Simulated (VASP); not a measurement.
The system is ZnSe (Stilleite).

```
CELL_PARAMETERS angstrom
0.00000 2.82066 2.82066
2.82066 0.00000 2.82066
2.82066 2.82066 0.00000
ATOMIC_POSITIONS crystal
Zn 0.00000 0.00000 0.00000
Se 0.25000 0.25000 0.25000
```

Program: VASP 6.6.1. Alike in all runs: cell as given; cutoff (eV) 520; smearing gaussian 0.03 eV. Hardware: 1 thread of Intel(R) Xeon(R) 6975P-C (Granite Rapids) (shared host).

Question: Order these runs on this cell by their wall time, lowest first.
A. task band structure; level TB-mBJ; potentials or basis VASP PAW PBE potentials, release 64 (Zn, Se); spin SOC, no magnetisation; k mesh 6 × 6 × 6; further INCAR settings ALGO = Normal; EDIFF = 1e-06
B. task dielectric tensor; level PBE; potentials or basis VASP PAW PBE potentials, release 64 (Zn, Se); spin off; k mesh 14 × 14 × 14; further INCAR settings ALGO = Normal; EDIFF = 1e-08; monkhorst-Pack mesh yes
C. task band structure; level TB-mBJ; potentials or basis VASP PAW PBE potentials, release 64 (Zn, Se); spin off; k mesh 8 × 8 × 8; further INCAR settings ALGO = Normal; EDIFF = 1e-06
D. task band structure; level LDA; potentials or basis VASP PAW LDA potentials, release 64 (Zn, Se); spin off; k mesh 8 × 8 × 8; further INCAR settings ALGO = Normal; EDIFF = 1e-06

Answer: D (38 s), C (95 s), A (380 s), B (1700 s).
